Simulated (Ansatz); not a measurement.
# CsI under changes of volume

One of the cells (47.619 Å³/atom); the others are scaled copies at fixed shape and fractional positions:

```
CELL_PARAMETERS angstrom
4.56670 0.00000 0.00000
0.00000 4.56670 0.00000
0.00000 0.00000 4.56670
ATOMIC_POSITIONS crystal
Cs 0.00000 0.00000 0.00000
I 0.50000 0.50000 0.50000
```

* Program: Ansatz 0.2.0
* Functional: rPW86-PBE
* Potentials or basis: Ansatz PAW
* Cutoff: 420 eV (not typed: the program's choice for these potentials)
* k mesh: 6 × 6 × 6
* Occupations: fermi-dirac, width 0.05 eV
* Spin: no spin polarisation

| volume (Å³/atom) | energy over the lowest point (meV/atom) | pressure (GPa) | gap on the mesh (eV) |
| --- | --- | --- | --- |
| 44.762 | 42.40 | 2.3 | 4.01 |
| 45.714 | 30.07 | 1.9 | 3.92 |
| 46.666 | 20.16 | 1.5 | 3.85 |
| 47.619 | ? | ? | ? |
| 48.571 | 6.62 | 0.8 | 3.70 |
| 49.523 | 2.54 | 0.6 | 3.64 |
| 50.476 | 0.00 | 0.3 | 3.57 |

Question: What does the run at 47.619 Å³/atom give?

Answer: Energy over the lowest point 12.42 meV/atom; pressure 1.1 GPa; gap on the mesh 3.77 eV.

Worked out: A Birch-Murnaghan fit of order 3 (a polynomial in V^(-2/3)) to the other rows has its minimum at 51.85 Å³/atom, just outside them, with B0 = V·E''(V) = 10.7 GPa and B' = 5.2. It gives 12.42 meV/atom at 47.619 Å³/atom, against the run's 12.42, and -dE/dV = 1.1 GPa, against 1.1. A straight line through the other rows of the gap, of slope -3.62 eV per unit of ln V, gives 3.78 eV, against the run's 3.77.

Energies are extrapolated to zero smearing.

Caveats: spin-orbit coupling is left out, which moves the levels of the heavy elements; the PAW data sets come from PBE, with cores solved anew for the run's functional, which leaves a small shift of forces and pressure.

A mesh can miss the band edges.
